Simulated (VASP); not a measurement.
# BN (P1) in VASP: reference runs

Reference runs on BN: the cell as given and a disturbed copy.

Everything below comes from runs of VASP 6.6.1. Logs are shortened: lines on timing, memory, paths and dates and some standing lists are left out, and cuts for length are marked.

### Step 1. The crystal as given

The typed cell holds 2 atoms: a = 2.508 Å, b = 2.508 Å, c = 3.274 Å, α = 101.11°, β = 101.11°, γ = 119.81°.

The cell comes from a database or a generator and needn't be the stable form of this composition.

### Step 2. Single point, PBE

INCAR

```
SYSTEM = BN
ALGO = Normal
EDIFF = 1E-7
ENCUT = 520
GGA = PE
ISIF = 2
ISMEAR = -1
LASPH = .TRUE.
LCHARG = .FALSE.
LREAL = .FALSE.
LWAVE = .FALSE.
NBANDS = 11
NELM = 60
PREC = Accurate
SIGMA = 0.05
```

KPOINTS

```
k-points
0
G
  13 13 9
  0 0 0
```

POSCAR

```
BN
1.0
    2.5080409239      0.0000000000      0.0000000000
   -1.2467107647      2.1762310413      0.0000000000
   -0.6306650796     -1.0881155206      3.0225400000
N B
1 1
Direct
    0.6685060000      0.3323850000      0.9849990000
    0.9796430000      0.9834990000      0.0018060000
```

Potentials or basis: VASP PAW PBE potentials, release 64 (N, B).

Started as:

```console
$ cat potpaw_PBE.64/N/POTCAR potpaw_PBE.64/B/POTCAR > POTCAR
$ mpirun -np 1 vasp_std > vasp.out
```

OUTCAR:

```text
SYSTEM = BN
   EDIFF = 1E-7
   ENCUT = 520
   GGA = PE
   ISIF = 2
   ISMEAR = -1
   LASPH = .TRUE.
   LREAL = .FALSE.
   NELM = 60
   PREC = Accurate

 ion  position               nearest neighbor table
   1  0.669  0.332  0.985-   2 1.40   2 1.43   2 1.52
   2  0.980  0.983  0.002-   1 1.40   1 1.43   1 1.52

  LATTYP: Found a face centered orthorhombic cell.
 ALAT       =     2.5153400000
 B/A-ratio  =     1.7253460765
 C/A-ratio  =     2.4032854405

  Lattice vectors:

 A1 = (  -1.8773758443,   1.0881155207,   3.0225400000)
 A2 = (   0.6306650796,   1.0881155207,   3.0225400000)
 A3 = (  -1.2467107647,   2.1762310413,   0.0000000000)

Analysis of symmetry for initial positions (statically):
=====================================================================
 Subroutine PRICEL returns:
 Original cell was already a primitive cell.

 Routine SETGRP: Setting up the symmetry group for a
 face centered orthorhombic supercell.

 Subroutine GETGRP returns: Found  1 space group operations
 (whereof  1 operations were pure point group operations)
 out of a pool of  8 trial point group operations.

The static configuration has the point symmetry C_1 .

Analysis of symmetry for dynamics (positions and initial velocities):
=====================================================================
 Subroutine PRICEL returns:
 Original cell was already a primitive cell.

 Routine SETGRP: Setting up the symmetry group for a
 face centered orthorhombic supercell.

 Subroutine GETGRP returns: Found  1 space group operations
 (whereof  1 operations were pure point group operations)
 out of a pool of  8 trial point group operations.

The dynamic configuration has the point symmetry C_1 .

 Subroutine INISYM returns: Found  1 space group operations
 (whereof  1 operations are pure point group operations),
 and found     1 'primitive' translations

----------------------------------------------------------------------------------------

                                     Primitive cell

  volume of cell :      16.4973

  direct lattice vectors                    reciprocal lattice vectors
     2.508040924  0.000000000  0.000000000     0.398717577  0.228415773  0.165423783
    -1.246710765  2.176231041  0.000000000     0.000000000  0.459510034  0.165423783
    -0.630665080 -1.088115521  3.022540000     0.000000000  0.000000000  0.330847565

  length of vectors
     2.508040924  2.508040924  3.273756540     0.488379462  0.488379462  0.330847565

  position of ions in fractional coordinates (direct lattice)
     0.668506000  0.332385000  0.984999000
     0.979643000  0.983499000  0.001806000

  ion indices of the primitive-cell ions
   primitive index   ion index
                 1           1
                 2           2

----------------------------------------------------------------------------------------

 KPOINTS: k-points

Automatic generation of k-mesh.
 Grid dimensions read from file:
 generate k-points for:   13   13    9

 Generating k-lattice:

  Cartesian coordinates                     Fractional coordinates (reciprocal lattice)
     0.030670583  0.017570444  0.012724906     0.076923077 -0.000000000 -0.000000000
     0.000000000  0.035346926  0.012724906     0.000000000  0.076923077  0.000000000
     0.000000000  0.000000000  0.036760841     0.000000000  0.000000000  0.111111111

  Length of vectors
     0.037567651  0.037567651  0.036760841

  Shift w.r.t. Gamma in fractional coordinates (k-lattice)
     0.000000000  0.000000000  0.000000000

 -----------------------------------------------------------------------------
|                                                                             |
|           W    W    AA    RRRRR   N    N  II  N    N   GGGG   !!!           |
|           W    W   A  A   R    R  NN   N  II  NN   N  G    G  !!!           |
|           W    W  A    A  R    R  N N  N  II  N N  N  G       !!!           |
|           W WW W  AAAAAA  RRRRR   N  N N  II  N  N N  G  GGG   !            |
|           WW  WW  A    A  R   R   N   NN  II  N   NN  G    G                |
|           W    W  A    A  R    R  N    N  II  N    N   GGGG   !!!           |
|                                                                             |
|     Your reciprocal lattice and k-lattice belong to different lattice       |
|     classes:                                                                |
|                                                                             |
|        The reciprocal lattice is body-centered orthorhombic,                |
|        whereas your k-lattice is base-centered monoclinic.                  |
|                                                                             |
|     Results are often still useful ...                                      |
|                                                                             |
 -----------------------------------------------------------------------------

 WARNING: IBZKPT: internal override: KBLOWUP is changed to .FALSE.
      ... skipping the blow-up phase ...

 Subroutine IBZKPT returns following result:
 ===========================================

 Found    761 irreducible k-points:

 Following reciprocal coordinates:
            Coordinates               Weight
  0.000000  0.000000  0.000000      1.000000
  0.076923  0.000000  0.000000      2.000000
  0.153846  0.000000  0.000000      2.000000
  0.230769  0.000000  0.000000      2.000000
  0.307692  0.000000  0.000000      2.000000
  0.384615  0.000000  0.000000      2.000000
[... 42 lines left out ...]
  0.153846  0.307692  0.000000      2.000000
  0.230769  0.307692  0.000000      2.000000
 [... further k-points ...]
   k-points           NKPTS =    761   k-points in BZ     NKDIM =    761   number of bands    NBANDS=     11
   number of dos      NEDOS =    301   number of ions     NIONS =      2
   total plane-waves  NPLWV =   9600
   dimension x,y,z NGX =    20 NGY =   20 NGZ =   24
   dimension x,y,z NGXF=    40 NGYF=   40 NGZF=   48
   ions per type =               1   1
   NGX,Y,Z   is equivalent  to a cutoff of  13.26, 13.26, 12.19 a.u.
   NGXF,Y,Z  is equivalent  to a cutoff of  26.51, 26.51, 24.38 a.u.
 SYSTEM =  BN
   PREC   = accura    normal or accurate (medium, high low for compatibility)
   ISTART =      0    job   : 0-new  1-cont  2-samecut
   ICHARG =      2    charge: 1-file 2-atom 10-const
   ISPIN  =      1    spin polarized calculation?
   LNONCOLLINEAR =      F non collinear calculations
   LSORBIT =      F    spin-orbit coupling
   LASPH  =      T    aspherical Exc in radial PAW
   ENCUT  =  520.0 eV  38.22 Ry    6.18 a.u.   4.66  4.66  6.09*2*pi/ulx,y,z
   NELM   =     60;   NELMIN=  2; NELMDL= -5     # of ELM steps
   EDIFF  = 0.1E-06   stopping-criterion for ELM
   LREAL  =      F    real-space projection
   EDIFFG = 0.1E-05   stopping-criterion for IOM
   NSW    =      0    number of steps for IOM
   IBRION =     -1    ionic relax: 0-MD 1-quasi-New 2-CG
   NFREE  =      0    steps in history (QN), initial steepest desc. (CG)
   ISIF   =      2    stress and relaxation
   ISYM   =      2    0-nonsym 1-usesym 2-fastsym
   POTIM  = 0.5000    time-step for ionic-motion
   TEBEG  =    0.0;   TEEND  =   0.0 temperature during run
   PSTRESS=    0.0 pullay stress
   NELECT =       8.0000    total number of electrons
   NUPDOWN=      -1.0000    fix difference up-down
   EMIN   =  10.00;   EMAX   =-10.00  energy-range for DOS
   EFERMI =   0.00;   METHOD = LEGACY
   ISMEAR =    -1;   SIGMA  =   0.05  broadening in eV -4-tet -1-fermi 0-gaus
   EFERMI_NEDOS =   21; number of points for ismear=-14 and -15
   IALGO  =     38    algorithm
   IMIX   =      4    mixing-type and parameters
     AMIX     =   0.40;   BMIX     =  1.00
     AMIX_MAG =   1.60;   BMIX_MAG =  1.00
  volume/ion in A,a.u.               =       8.25        55.66
  Fermi-wavevector in a.u.,A,eV,Ry     =   1.286178  2.430523 22.507475  1.654253
  Thomas-Fermi vector in A             =   2.418268
   LORBIT       =      0    0 simple, 1 ext, 2 COOP (PROOUT), +10 PAW based schemes
   GGA     = PE    functional components
   LHFCALC =     F    Hartree Fock is set to
   AEXX    =    0.0000 exact exchange contribution
   IVDW    =     0    specifies the selected vdW correction
   LEPSILON=     F    determine dielectric tensor
   LRPA    =     F    only Hartree local field effects (RPA)
 non-spin polarized calculation
  energy-cutoff  :      520.00
  volume of cell :       16.50
 maximum number of plane-waves:       462
   NGX =  9   NGY =  9   NGZ = 13

 number of electron       8.0000000 magnetization

 Free energy of the ion-electron system (eV)
  ---------------------------------------------------
  ext. energy  EPLUGINS =         0.00000000
  ---------------------------------------------------
  free energy    TOTEN  =       -17.40712983 eV

  energy without entropy =      -17.40712983  energy(sigma->0) =      -17.40712983

 E-fermi :   4.3625     XC(G=0): -10.6847

 val. band max:        3.4890138282   @ k =   0.3846   0.3846   0.1111
 cond. band min:       6.3264390013   @ k =  -0.4615  -0.4615   0.4444
 fundamental gap:      2.8374251731
 Fermi energy:         4.3625477875

 k-point     1 :       0.0000    0.0000    0.0000
  band No.  band energies     occupation
      1     -14.8650      2.00000
      2      -0.3772      2.00000
      3       0.9427      2.00000
      4       2.5625      2.00000
      5       8.8971      0.00000
      6      13.5976      0.00000
      7      15.6973      0.00000
      8      16.3093      0.00000
      9      18.2796      0.00000
     10      28.7171      0.00000
     11      30.5571      0.00000

 k-point     2 :       0.0769    0.0000    0.0000
  band No.  band energies     occupation
      1     -14.7389      2.00000
      2      -0.3132      2.00000
      3       0.7556      2.00000
      4       2.0083      2.00000
      5       9.2214      0.00000
      6      13.6850      0.00000
      7      15.8846      0.00000
      8      16.1788      0.00000
      9      18.5619      0.00000
     10      28.5648      0.00000
     11      29.1193      0.00000
[... 519 lines left out ...]
 k-point    40 :       0.4615    0.2308    0.0000
  band No.  band energies     occupation
      1     -11.3902      2.00000
      2      -4.7880      2.00000
      3      -3.2737      2.00000
      4       2.5448      2.00000
      5       8.8093      0.00000
      6      14.6929      0.00000
      7      16.7523      0.00000
      8      18.4732      0.00000
      9      21.3983      0.00000
     10      24.7431      0.00000
     11      27.8189      0.00000

 [... further k-points ...]

------------------------ aborting loop because EDIFF is reached ----------------------------------------

  FORCE on cell =-STRESS in cart. coord.  units (eV):
  Direction    XX          YY          ZZ          XY          YZ          ZX
  --------------------------------------------------------------------------------------
  -------------------------------------------------------------------------------------
  Total       -0.2536917      0.9775182      0.8342783     -0.5162476      0.1212479      0.0564676
  in kB      -24.6379861     94.9344302     81.0232834    -50.1368440     11.7753341      5.4840141
  external PRESSURE =      50.4399092 kB  Pullay stress =       0.0000000 kB

 VOLUME and BASIS-vectors are now :
 -----------------------------------------------------------------------------
  energy-cutoff  :      520.00
  volume of cell :       16.50
      direct lattice vectors                 reciprocal lattice vectors
     2.508040924  0.000000000  0.000000000     0.398717577  0.228415773  0.165423783
    -1.246710765  2.176231041  0.000000000     0.000000000  0.459510034  0.165423783
    -0.630665080 -1.088115521  3.022540000     0.000000000  0.000000000  0.330847565

 POSITION                                       TOTAL-FORCE (eV/Angst)
 -----------------------------------------------------------------------------------
      0.64105     -0.34845      2.97720        -1.655487     -2.079240      0.591286
      1.22971      2.13836      0.00546         1.655487      2.079240     -0.591286
 -----------------------------------------------------------------------------------
    total drift:                               -0.000159      0.000033     -0.000095

  FREE ENERGIE OF THE ION-ELECTRON SYSTEM (eV)
  ---------------------------------------------------
  free  energy   TOTEN  =       -17.4071298307 eV

  energy  without entropy=      -17.4071298306  energy(sigma->0) =      -17.40712983
```

Wall time 70 s (1 thread of Intel Xeon Platinum 8488C (Sapphire Rapids), shared host); peak memory 0.23 GiB.

Results:

```yaml
Free_energy: -17.4071 eV
Pressure: 5.0 GPa
Largest_force: 2.723 eV/Å
Band_gap_on_the_k_mesh: 2.84 eV, indirect (least direct gap 4.54 eV)
```

Forces on the atoms (eV/Å):
```
N   -1.655 -2.079  0.591
B    1.655  2.079 -0.591
```

Caveat: an odd mesh through Γ misses points on the zone boundary, where band edges often lie; forces of over 1 eV/Å show positions far from the minimum, so gaps and moduli don't describe the material at rest.

### Step 3. Single point, PBE (atoms moved at random, drawn with an rms of 0.05 Å)

INCAR

```
SYSTEM = BN
ALGO     = Normal         ! electronic algorithm
EDIFF    = 1E-7           ! SCF threshold, eV
ENCUT    = 520            ! plane-wave cutoff, eV
GGA      = PE             ! functional
ISIF     = 2              ! what is computed and relaxed
ISMEAR   = -1             ! smearing method
LASPH    = .True.         ! aspherical terms in the spheres
LCHARG   = .True.         ! write CHGCAR
LELF     = .True.         ! ELF
LREAL    = .False.        ! projectors in reciprocal space
LVHAR    = .True.       
LWAVE    = .False.        ! write WAVECAR
NBANDS   = 11             ! bands
NELM     = 80             ! most SCF steps
PREC     = Accurate       ! precision mode
SIGMA    = 0.05           ! smearing width, eV
```

KPOINTS

```
k-points
0
Gamma
  13 13 9
  0 0 0
```

POSCAR

```
BN
1.0
    2.5080409239      0.0000000000      0.0000000000
   -1.2467107647      2.1762310413      0.0000000000
   -0.6306650796     -1.0881155206      3.0225400000
N B
1 1
Direct
    0.6717090000      0.3228770000      0.9778990000
    0.9805750000      0.9672400000     -0.0038620000
```

Potentials or basis: VASP PAW PBE potentials, release 64 (N, B).

Started as:

```console
$ cat potpaw_PBE.64/N/POTCAR potpaw_PBE.64/B/POTCAR > POTCAR
$ mpirun -np 1 vasp_std > vasp.out
```

Wall time 79 s (1 thread of Intel Xeon Platinum 8488C (Sapphire Rapids), shared host); peak memory 0.23 GiB.

It converged, with:

```
Free energy            : -17.3672 eV
Pressure               : 5.8 GPa
Largest force          : 3.298 eV/Å
Band gap on the k mesh : 2.93 eV, indirect (least direct gap 4.49 eV)
```

Forces in eV/Å, atoms in the order of the input:
```
N   -1.499 -2.869  0.632
B    1.499  2.869 -0.632
```

Stress tensor (GPa, compression positive):
```
-3.67 -4.61  0.51
-4.61 12.92  1.70
 0.51  1.70  8.00
```

Levels at points of the mesh, in eV from the valence-band top:
```tsv
k point	band 1	band 2	band 3	band 4	band 5	band 6	band 7	band 8
(0.00, 0.00, 0.00)	-18.33	-3.85	-2.64	-0.78	5.42	9.96	12.38	12.87
```

Caveat: an odd mesh through Γ misses points on the zone boundary, where band edges often lie.
